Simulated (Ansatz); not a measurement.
# LaAlO3: isotropic strain −3.97 %

Start from LaAlO$_{3}$ (space group R-3c, No. 167; a = 5.3529 Å, c = 13.0480 Å (hexagonal axes)).

The change: an isotropic linear strain of −3.97 %, atoms relaxed at fixed cell.

Calculations: PBEsol, PAW, 420 eV (Ansatz, an electronic-structure program; scalar-relativistic without spin-orbit coupling), earlier PAW set. Γ-centred 8×8×8 mesh, Fermi–Dirac width 0.05 eV.

The volume per atom decreases by 1.235 Å³, from 10.79 Å³ to 9.56 Å³ and the shortest interatomic distance decreases by 0.084 Å, from 1.899 Å to 1.815 Å. The energy grows by 107 meV/atom and the pressure (mean of the normal stresses, compression positive) goes from zero to 30.80 GPa. The band gap drops by 0.344 eV (3.94 eV → 3.59 eV) and the width of the top valence band increases by 0.187 eV to 0.71 eV. The valence-band top at Γ (three highest levels, from the VBM) amounts to 0.00, -0.05, -0.05 eV and the largest internal atomic displacement amounts to 0.133 Å.

Final structure:

```
LaAlO3
1.0
    2.57017     1.48389     4.17667
   -2.57017     1.48389     4.17667
    0.00000    -2.96778     4.17667
La Al O
2 2 6
Cartesian
  0.00000   0.00000   3.13250
  0.00000   0.00000   9.39750
  0.00000   0.00000   0.00000
  0.00000   0.00000   6.26500
  0.05123   1.48389   7.30917
 -1.31070  -0.69758   7.30917
  1.25947  -0.78631   7.30917
 -0.05123  -1.48389   5.22084
  1.31070   0.69758   5.22084
 -1.25947   0.78631   5.22084
```

Cost of the whole job for the changed cell (relaxation, final SCF and bands): around 2.9 core-minutes (rough).

Stability against distortions was not tested.
